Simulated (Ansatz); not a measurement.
Ti: relaxation of cell and atoms with BLYP+D4

Crystal: Ti.

```
CELL_PARAMETERS angstrom
2.95000 0.00000 0.00000
-1.47500 2.55477 0.00000
0.00000 0.00000 4.68000
ATOMIC_POSITIONS crystal
Ti 0.66667 0.33333 0.75000
Ti 0.33333 0.66667 0.25000
```

```
Program             : Ansatz 0.2.0
Task                : relaxation of cell and atoms
Functional          : BLYP
Dispersion          : D4
Potentials or basis : Ansatz PAW
Cutoff              : 420 eV (not typed: the program's choice for these potentials)
k mesh              : 10 × 10 × 6
Occupations         : fermi-dirac, width 0.05 eV
Spin                : no spin polarisation
```

- Relaxed volume: 17.22 Å³/atom
- Relaxed cell: a = 2.933 Å, b = 2.933 Å, c = 4.623 Å, α = 90.00°, β = 90.00°, γ = 120.00°
- Space group after relaxing (to 0.05 Å): P6_3/mmc (No. 194)
- Energy gained by relaxing: 3.5 meV/atom
- Ionic steps: 5
- Pressure after relaxing: 0.0 GPa

The path:
```csv
step,energy change (eV),largest force (eV/Å),volume (Å³)
1,0.0000,0.0000,35.27
2,-0.0069,0.0000,34.52
3,-0.0070,0.0000,34.44
4,-0.0071,0.0000,34.44
5,-0.0070,0.0000,34.44
```

Final structure:
```cif
data_structure
_symmetry_space_group_name_H-M 'P 1'
_symmetry_Int_Tables_number 1
_cell_length_a 2.9331
_cell_length_b 2.9331
_cell_length_c 4.6231
_cell_angle_alpha 90.000
_cell_angle_beta 90.000
_cell_angle_gamma 120.000
_cell_volume 34.44
loop_
_atom_site_label
_atom_site_type_symbol
_atom_site_fract_x
_atom_site_fract_y
_atom_site_fract_z
_atom_site_occupancy
Ti1 Ti 0.66667 0.33333 0.75000 1
Ti2 Ti 0.33333 0.66667 0.25000 1
```

Run time: 27 s on 2 threads of Intel(R) Xeon(R) Processor @ 2.50GHz (Skylake/Cascade Lake), on a shared host, peak memory 0.36 GiB.

Caveat: the plane-wave basis is chosen anew once the cell has moved, so the energies of steps on either side of that aren't comparable; the PAW data sets come from PBE, with cores solved anew for the run's functional, which leaves a small shift of forces and pressure.
